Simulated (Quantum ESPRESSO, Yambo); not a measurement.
An input for Yambo 5.3.0 (MoS2 (2H monolayer)):

```
HF_and_locXC
gw0
dyson
ppa
em1d
rim_cut
rim_w
RandQpts= 3000000
RandGvec= 100 RL
CUTGeo= "slab z"
RandGvecW= 9 RL
EXXRLvcs= 72 Ry
VXCRLvcs= 288 Ry
Chimod= "HARTREE"
% BndsRnXp
 1 | 89 |
%
NGsBlkXp= 9.5 Ry
% LongDrXp
 1 | 1 | 0 |
%
% GbndRnge
 1 | 89 |
%
DysSolver= "n"
ExtendOut
PPAPntXp= 27.21138 eV
% QPkrange
 1 | 1 | 12 | 15 |
 12 | 12 | 12 | 15 |
%
```

```sh
OMP_NUM_THREADS=1 mpirun -n 4 yambo -F gw1.in -J gw1 -C gw1 > gw1.log
```

The stored states that it reads are on a 9×9×1 mesh. The cell holds 3 atoms: 1 Mo and 2 S. Cell: a = 3.185 Å, b = 3.185 Å, c = 16.000 Å, α = 90.0°, β = 90.0°, γ = 120.0°. Vacuum lies along c.

**Question.** Estimate wall time and host memory on 4 MPI ranks of Arm Neoverse V1, shared host.

It took 12 min; on shared hardware allow 5.8 min to 23 min. Peak host memory was 2.4 GiB.

The screening grows as filled bands × empty bands × pairs of k points, times the square of the screening basis for the matrix.

[Paths, hosts, dates, memory and timing lines, banners, echoed tables and standing remarks are left out of the program output.]

[Logs are printed without paths, hosts, clocks, repeated set-up lines and the standing remarks that a program may print on its own settings, such as how far it seeks lower states.]

[Runs of the session that timed out or met a known fault of the program may be left out.]

[Hosts, paths, dates, database ids (printed as entryN), source tags and the programs' standing remarks are cut or masked in the printed files.]
